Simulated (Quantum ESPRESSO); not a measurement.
# Zn under changes of volume

One of the cells (15.451 Å³/atom); the others are scaled copies at fixed shape and fractional positions:

```
Zn
1.0
    -1.56904    1.56904    1.56904
     1.56904   -1.56904    1.56904
     1.56904    1.56904   -1.56904
Zn
1
Direct
  0.00000 0.00000 0.00000
```

This isn't the form of Zn at room conditions, which is hcp.

```yaml
Program: Quantum ESPRESSO 7.5
Functional: r2SCAN
Potentials_or_basis: SG15 PBE 1.2
Cutoff: 952 eV
Density_cutoff: 3810 eV
k_mesh: 9 × 9 × 9
Occupations: fermi-dirac, width 0.05 eV
Spin: no spin polarisation
```

```csv
volume (Å³/atom),energy over the lowest point (meV/atom),pressure (GPa)
14.524,0.00,0.5
14.833,0.49,-1.3
15.142,4.20,-2.8
15.451,10.73,-4.2
15.760,19.76,-5.4
16.069,?,?
16.378,44.08,-7.3
```

**Question.** What does the run at 16.069 Å³/atom give?

**Answer.** Energy over the lowest point 30.98 meV/atom; pressure -6.4 GPa.

Worked out: A Birch-Murnaghan fit of order 3 (a polynomial in V^(-2/3)) to the other rows has its minimum at 14.63 Å³/atom with B0 = V·E''(V) = 86 GPa and B' = 5.1. It gives 30.96 meV/atom at 16.069 Å³/atom, against the run's 30.98, and -dE/dV = -6.3 GPa, against -6.4.

Energies are extrapolated to zero smearing.

Caveats: the potentials were made for another functional, which shifts forces and pressure.
